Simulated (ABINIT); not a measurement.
# TiO2 (Anatase) (I4_1/amd) in ABINIT: optical spectrum with PBE

Aim: the optical spectrum of TiO2 (Anatase) with PBE.

Program: ABINIT 10.8.3 (patched build). These are calculated values, not measurements. Logs are shortened: lines on timing, memory, paths and dates and some standing lists are left out, and cuts for length are marked. The log counts tension as positive stress, the text compression.

### 1 Starting point

It takes space group I4_1/amd (No. 141, tetragonal). Conventional cell: a = 3.784 Å, b = 3.784 Å, c = 9.515 Å, α = 90.00°, β = 90.00°, γ = 90.00°. Ti (site symmetry -4m2) is surrounded by 6 O at 1.93 to 1.98 Å. O (site symmetry 2mm) has 3 Ti at 1.93 to 1.98 Å as nearest neighbours.

### 2 Optical spectrum, PBE

Input file run.abi:

```
ndtset 3

pp_dirpath "./"
pseudos "Ti.upf, O.upf"

acell 3*1.0
rprim
    -3.5755508004     3.5755508004     8.9899940927
     3.5755508004    -3.5755508004     8.9899940927
     3.5755508004     3.5755508004    -8.9899940927
ntypat 2
znucl 22 8
natom 6
typat 1 1 2 2 2 2
xred
            3/4            1/4            1/2
            0.0            0.0            0.0
   0.7919000000   0.7919000000            0.0
   0.5419000000   0.0419000000            1/2
   0.9581000000   0.4581000000            1/2
   0.2081000000   0.2081000000            0.0

ecut 952.398519 eV

ngkpt 12 12 12
nshiftk 1
shiftk 0.0 0.0 0.0
istwfk *1

ixc 11

occopt 1

nstep 80
diemac 6.0

iomode 3
prteig 0
prtebands 0

nband1 24
tolvrs1 1.0e-12
prtden1 1
prtwf1 0
kptopt1 1

iscf2 -2
getden2 1
nband2 40
nbdbuf2 4
tolwfr2 1.0e-12
nstep2 120
prtden2 0
kptopt2 1

optdriver3 8
wfk_task3 "wfk_optics_fullbz"
getwfk3 2
nband3 36
kptopt3 1
prtevk3 1
inclvkb3 2
```

Input file optic.abi:

```
&FILES
 ddkfile_1 = 'runo_DS3_1_EVK.nc',
 ddkfile_2 = 'runo_DS3_2_EVK.nc',
 ddkfile_3 = 'runo_DS3_3_EVK.nc',
 wfkfile = 'runo_DS3_WFK.nc'
/
&PARAMETERS
 broadening = 0.003675,
 domega = 0.002,
 maxomega = 0.8,
 scissor = 0.018375,
 tolerance = 0.002
/
&COMPUTATIONS
 num_lin_comp = 2,
 lin_comp = 11,33,
 num_nonlin_comp = 0
/
```

Potentials or basis: PseudoDojo NC SR PBE v0.4.1 standard.

On the command line:

```console
$ mpirun --bind-to none -np 4 abinit run.abi > log 2>&1
$ optic optic.abi > optic.log 2>&1
```

run.abo:

```text
.Version 10.8.3 of ABINIT
 DATASET    1 : space group I4_1/a m d (#141); Bravais tI (body-center tetrag.)
================================================================================
 Values of the parameters that define the memory need for DATASET  1.
     intxc =       0    ionmov =       0      iscf =       7    lmnmax =       6
     lnmax =       6     mgfft =      60  mpssoang =       3    mqgrid =    3001
     natom =       6  nloc_mem =       1    nspden =       1   nspinor =       1
    nsppol =       1      nsym =      16    n1xccc =    2501    ntypat =       2
    occopt =       1   xclevel =       2
       mpw =        4584          nfft =      216000          nkpt =         163
================================================================================
================================================================================
[... 13 lines left out ...]
 DATASET    3 : space group I4_1/a m d (#141); Bravais tI (body-center tetrag.)
================================================================================
 Values of the parameters that define the memory need for DATASET  3.
     intxc =       0    ionmov =       0      iscf =       7    lmnmax =       6
     lnmax =       6     mgfft =      60  mpssoang =       3    mqgrid =    3001
     natom =       6  nloc_mem =       1    nspden =       1   nspinor =       1
    nsppol =       1      nsym =      16    n1xccc =    2501    ntypat =       2
    occopt =       1   xclevel =       2
       mpw =        4584          nfft =      216000          nkpt =         163
================================================================================
================================================================================

--------------------------------------------------------------------------------
------------- Echo of variables that govern the present computation ------------
--------------------------------------------------------------------------------
 -outvars: echo values of preprocessed input variables --------
            acell      1.0000000000E+00  1.0000000000E+00  1.0000000000E+00 Bohr
              amu      4.78800000E+01  1.59994000E+01
           diemac      6.00000000E+00
             ecut      3.50000000E+01 Hartree
           getden1          0
           getden2          1
           getden3          0
           getwfk1          0
           getwfk2          0
           getwfk3          2
             iscf1          7
             iscf2         -2
             iscf3          7
                       outvar_i_n : Printing only first  50 k-points.
              ixc          11
           jdtset        1    2    3
                       outvar_i_n : Printing only first  50 k-points.
         kptrlatt       12    0    0      0   12    0      0    0   12
          kptrlen      8.58132192E+01
            natom           6
            nband1         24
            nband2         40
            nband3         36
           nbdbuf1          0
           nbdbuf2          4
           nbdbuf3          0
           ndtset           3
            ngfft          60      60      60
             nkpt         163
            nstep1         80
            nstep2        120
            nstep3         80
             nsym          16
           ntypat           2
        optdriver1          0
        optdriver2          0
        optdriver3          8
           prtden1          1
           prtden2          0
           prtden3          1
        prtebands           0
           prteig           0
           prtevk1          0
           prtevk2          0
           prtevk3          1
            prtwf1          0
            prtwf2          1
            prtwf3          1
            rprim     -3.5755508004E+00  3.5755508004E+00  8.9899940927E+00
                       3.5755508004E+00 -3.5755508004E+00  8.9899940927E+00
                       3.5755508004E+00  3.5755508004E+00 -8.9899940927E+00
          spgroup         141
           tolvrs1     1.00000000E-12
           tolvrs2     0.00000000E+00
           tolvrs3     0.00000000E+00
           tolwfr1     0.00000000E+00
           tolwfr2     1.00000000E-12
           tolwfr3     0.00000000E+00
            typat      1  1  2  2  2  2
         wfk_task1          0
         wfk_task2          0
         wfk_task3          7
                       outvars : Printing only first  50 k-points.
           xangst      0.0000000000E+00  1.8920999987E+00  2.3786499984E+00
                       0.0000000000E+00  0.0000000000E+00  0.0000000000E+00
[... 271 lines left out ...]
  3.3926E-01  3.4953E-01  3.5023E-01  3.8638E-01  4.3142E-01  5.9898E-01
  6.4899E-01  7.4954E-01  7.4954E-01  8.0163E-01
 prteigrs : prtvol=0 or 1, do not print more k-points.

--- !ResultsGS
iteration_state: {dtset: 2, }
comment   : Summary of ground state results
lattice_vectors:
- [ -3.5755508,   3.5755508,   8.9899941, ]
- [  3.5755508,  -3.5755508,   8.9899941, ]
- [  3.5755508,   3.5755508,  -8.9899941, ]
lattice_lengths: [  10.31451,   10.31451,   10.31451, ]
lattice_angles: [139.435, 139.435,  58.713, ] # degrees, (23, 13, 12)
lattice_volume:   4.5973260E+02
convergence: {deltae:  0.000E+00, res2:  0.000E+00, residm:  9.997E-13, diffor:  0.000E+00, }
etotal    :  -1.85214730E+02
entropy   :   0.00000000E+00
fermie    :   1.51964200E-01
cartesian_stress_tensor: null
pressure_GPa: null
xred      :
- [  7.5000E-01,   2.5000E-01,   5.0000E-01, Ti]
- [  0.0000E+00,   0.0000E+00,   0.0000E+00, Ti]
- [  7.9190E-01,   7.9190E-01,  -1.2729E-19,  O]
- [  5.4190E-01,   4.1900E-02,   5.0000E-01,  O]
- [  9.5810E-01,   4.5810E-01,   5.0000E-01,  O]
- [  2.0810E-01,   2.0810E-01,  -3.3451E-20,  O]
cartesian_forces: null
force_length_stats: {min: null, max: null, mean: null, }
...

 Integrated electronic density in atomic spheres:
 ------------------------------------------------
 Atom  Sphere_radius  Integrated_density
    1        2.00000          9.42656685
    2        2.00000          9.42656685
    3        2.00000          6.30742239
    4        2.00000          6.30742239
    5        2.00000          6.30742239
    6        2.00000          6.30742239
================================================================================

 ----iterations are completed or convergence reached----

 Mean square residual over all n,k,spin=   52.775E-14; max=  99.967E-14
 reduced coordinates (array xred) for    6 atoms
       0.750000000000      0.250000000000      0.500000000000
       0.000000000000      0.000000000000      0.000000000000
       0.791900000000      0.791900000000     -0.000000000000
       0.541900000000      0.041900000000      0.500000000000
       0.958100000000      0.458100000000      0.500000000000
       0.208100000000      0.208100000000     -0.000000000000

 cartesian coordinates (angstrom) at end:
    1      0.00000000000000     1.89209999871404     2.37864999839101
    2      0.00000000000000     0.00000000000000     0.00000000000000
    3     -0.00000000000000     0.00000000000000     7.53461173490337
    4     -0.00000000000000     1.89209999871404     0.39866173973033
    5      0.00000000000000     1.89209999871404     4.35863825705169
    6     -0.00000000000000     0.00000000000000     1.97998825866068
 length scales=  1.000000000000  1.000000000000  1.000000000000 bohr
              =  0.529177210544  0.529177210544  0.529177210544 angstroms
 Eigenvalues (hartree) for nkpt= 163  k points:
 kpt#   1, nband= 40, wtk=  0.00058, kpt=  0.0000  0.0000  0.0000 (reduced coord)
  -1.91866   -1.91642   -1.05476   -1.04595   -1.04595   -1.04329   -1.04329   -1.04018
  -0.49501   -0.45767   -0.45231   -0.43987    0.00705    0.01142    0.01142    0.02631
   0.07581    0.07581    0.07755    0.12348    0.12362    0.12362    0.13465    0.13465
   0.23086    0.25828    0.29982    0.29982    0.30094    0.30094    0.33926    0.34953
   0.35023    0.38638    0.43142    0.59898    0.64899    0.74954    0.74954    0.80163
 prteigrs : prtvol=0 or 1, do not print more k-points.
[... 4 lines left out ...]
--- !DatasetInfo
iteration_state: {dtset: 3, }
dimensions: {natom: 6, nkpt: 163, mband: 36, nsppol: 1, nspinor: 1, nspden: 1, mpw: 4584, }
cutoff_energies: {ecut:  35.0, pawecutdg:  -1.0, }
electrons: {nelect:   4.80000000E+01, charge:   0.00000000E+00, occopt:   1.00000000E+00, tsmear:   1.00000000E-02, }
meta: {optdriver: 8, wfk_task: 7, }
...

 mkfilename : getwfk/=0, take file _WFK from output of DATASET   2.

 Exchange-correlation functional for the present dataset will be:
  GGA: Perdew-Burke-Ernzerhof functional - ixc=11
  J.P.Perdew, K.Burke, M.Ernzerhof, PRL 77, 3865 (1996)

--------------------------------------------------------------------------------

 Computation of velocity matrix elements (DDK)

 Parameters extracted from the Abinit header:
    ecut:     35.0
    nkpt:    1728
    mband:   40
    nsppol:  1
    nspinor: 1
    useylm:  0
    inclvkb: 2
    bmin: 1, bmax: 40
    Computing diagonal and off-diagonal matrix elements
    Between band index bmin: 1, bmax: 40

== END DATASET(S) ==============================================================
================================================================================

 -outvars: echo values of variables after computation  --------
            acell      1.0000000000E+00  1.0000000000E+00  1.0000000000E+00 Bohr
           etotal1    -1.8521473003E+02
           etotal3     0.0000000000E+00
            fcart1     1.1271036026E-19  4.0430215574E-20  7.9456509349E-29
                       1.1271036060E-19  4.0430215579E-20  3.5450502239E-29
                      -9.7700353178E-20  2.6370037099E-19 -1.6175252894E-03
                       1.4488094028E-19  7.2600795459E-20 -1.6175252894E-03
                       3.2312107397E-19 -1.8283993984E-19  1.6175252894E-03
                      -5.9572238194E-19 -2.3432165776E-19  1.6175252894E-03
            fcart3     0.0000000000E+00  0.0000000000E+00  0.0000000000E+00
                       0.0000000000E+00  0.0000000000E+00  0.0000000000E+00
                       0.0000000000E+00  0.0000000000E+00  0.0000000000E+00
                       0.0000000000E+00  0.0000000000E+00  0.0000000000E+00
                       0.0000000000E+00  0.0000000000E+00  0.0000000000E+00
                       0.0000000000E+00  0.0000000000E+00  0.0000000000E+00
            rprim     -3.5755508004E+00  3.5755508004E+00  8.9899940927E+00
                       3.5755508004E+00 -3.5755508004E+00  8.9899940927E+00
                       3.5755508004E+00  3.5755508004E+00 -8.9899940927E+00
           strten1    -7.5507980252E-05 -7.5507980252E-05 -1.1910369303E-04
                       0.0000000000E+00  0.0000000000E+00  0.0000000000E+00
           strten3     0.0000000000E+00  0.0000000000E+00  0.0000000000E+00
                       0.0000000000E+00  0.0000000000E+00  0.0000000000E+00
           xangst      0.0000000000E+00  1.8920999987E+00  2.3786499984E+00
                       0.0000000000E+00  0.0000000000E+00  0.0000000000E+00
                      -1.0155485096E-16  1.0107314380E-16  7.5346117349E+00
                      -1.4243753561E-16  1.8920999987E+00  3.9866173973E-01
                       1.1750094465E-16  1.8920999987E+00  4.3586382571E+00
                      -3.7819446713E-18  3.6553589152E-18  1.9799882587E+00
             xred      7.5000000000E-01  2.5000000000E-01  5.0000000000E-01
                       0.0000000000E+00  0.0000000000E+00  0.0000000000E+00
                       7.9190000000E-01  7.9190000000E-01 -1.2729431894E-19
                       5.4190000000E-01  4.1900000000E-02  5.0000000000E-01
                       9.5810000000E-01  4.5810000000E-01  5.0000000000E-01
                       2.0810000000E-01  2.0810000000E-01 -3.3451127379E-20
 Calculation completed.
```

It took 15 min on 4 MPI ranks of Arm Neoverse V2, shared host; peak memory 7.1 GiB.

What came out:

| Quantity | Value |
| --- | --- |
| Free energy | -5039.9496 eV |
| Largest force | 0.083 eV/Å |

Forces on the atoms (eV/Å):
```
Ti   0.000  0.000  0.000
Ti   0.000  0.000  0.000
O    0.000  0.000 -0.083
O    0.000  0.000 -0.083
O    0.000  0.000  0.083
O    0.000  0.000  0.083
```

Dielectric function (mean over the directions given):
| energy (eV) | real part | imaginary part |
| --- | --- | --- |
| 0.33 | 5.91 | 0.01 |
| 0.98 | 6.05 | 0.04 |
| 1.63 | 6.39 | 0.07 |
| 2.29 | 7.07 | 0.15 |
| 2.94 | 8.77 | 0.68 |
| 3.70 | 10.91 | 4.19 |
| 4.35 | 6.93 | 8.31 |
| 5.01 | 2.86 | 7.18 |
| 5.66 | 1.80 | 6.44 |
| 6.31 | 1.86 | 4.13 |
| 7.08 | 3.80 | 5.17 |
| 7.73 | 2.36 | 8.22 |
| 8.38 | -2.07 | 5.77 |
| 9.03 | -2.27 | 3.00 |
| 9.69 | -1.45 | 3.59 |
| 10.45 | -1.46 | 1.68 |
| 11.10 | -1.03 | 1.20 |
| 11.76 | -0.53 | 0.97 |
| 12.41 | 0.00 | 1.03 |
| 13.06 | 0.00 | 0.86 |
| 13.82 | 0.38 | 0.95 |
| 14.48 | 0.30 | 1.05 |
| 15.13 | 0.41 | 1.10 |
| 15.78 | 0.28 | 1.07 |
| 16.44 | 0.22 | 1.06 |
| 17.20 | 0.18 | 1.14 |
| 17.85 | 0.08 | 0.98 |
| 18.50 | 0.09 | 0.76 |
| 19.16 | 0.13 | 0.63 |
| 19.92 | 0.27 | 0.75 |

Caveat: the cutoff is too short for stress, so the log's stress isn't used; spectra need much finer meshes, so this one isn't converged; the scissor shift was typed, not computed; independent-particle spectra lack excitons.
